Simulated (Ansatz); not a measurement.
# AlCu$_{3}$: checking dH/dP = V

Method: Ansatz 0.2.0, DFT r2SCAN, scalar-relativistic, plane waves, PAW. Settings: 500 eV cutoff, 12×12×12 k-mesh, Gaussian smearing of 0.10 eV, no spin polarisation.

Starting point, cell and atoms relaxed:

```
CELL_PARAMETERS angstrom
0.00000 2.89067 2.89067
2.89067 0.00000 2.89067
2.89067 2.89067 0.00000
ATOMIC_POSITIONS crystal
Al 0.00000 0.00000 0.00000
Cu 0.50000 0.50000 0.50000
Cu 0.25000 0.25000 0.25000
Cu 0.75000 0.75000 0.75000
```

Cell and atoms were relaxed at each target pressure within the start's symmetry (Fm-3m), at zero temperature; other phases can be more stable under pressure. H = E + PV with P the target; E is the free energy at the smearing used, whose derivative the pressure is, per atom and counted from zero pressure. The mesh named is that at zero pressure; some other pressures ran on another.

```
P (GPa) V (Å³/atom) E − E0 (meV) H − H0 (meV)
      0       12.077           0.0           0.0
      2       11.923           1.0         149.8
      5       11.708           5.6         371.0
     10       11.399          20.0         731.5
     20       10.886          67.4        1426.3
     40       10.131         207.5        2736.8
```

Problem. Thermodynamics gives dH/dP = V along a relaxed path. Integrate V over P by the trapezoid rule and compare with the computed enthalpies.

Solution. With 1 eV/Å³ = 160.22 GPa, each step adds the mean volume times ΔP / 160.22:
```
P (GPa)  ∫V dP (meV) H − H0 (meV) difference (meV)
      2        149.8         149.8               0.0
      5        371.0         371.0               0.0
     10        731.6         731.5               0.1
     20       1427.1        1426.3               0.7
     40       2738.9        2736.8               2.1
```

V(P) curves upward, so the trapezoid rule runs high; integrating a smooth curve through the same points (P as a polynomial of degree 4 in ln V) puts that excess at about 3.8 meV at 40 GPa, against the 2.1 meV found.

Problem. At 40 GPa, how much of the enthalpy change is stored energy and how much is the PV term?

Solution. E rises by 207 meV/atom and PV is 40 × 10.131 / 160.22 = 2529 meV/atom, so PV makes 92 % of ΔH. So between rival structures at high pressure a small difference in volume can outweigh the difference in energy: 1 % of this volume is worth 25.3 meV/atom at this pressure.

Problem. What bulk modulus do the lowest pressures give?

Solution. From the pressures that the runs reached, -2.00 GPa (12.244 Å³) and 2.01 GPa (11.923 Å³), B = −ΔP/Δln V = 4.01 / 0.0266 = 151 GPa, a mean over that range.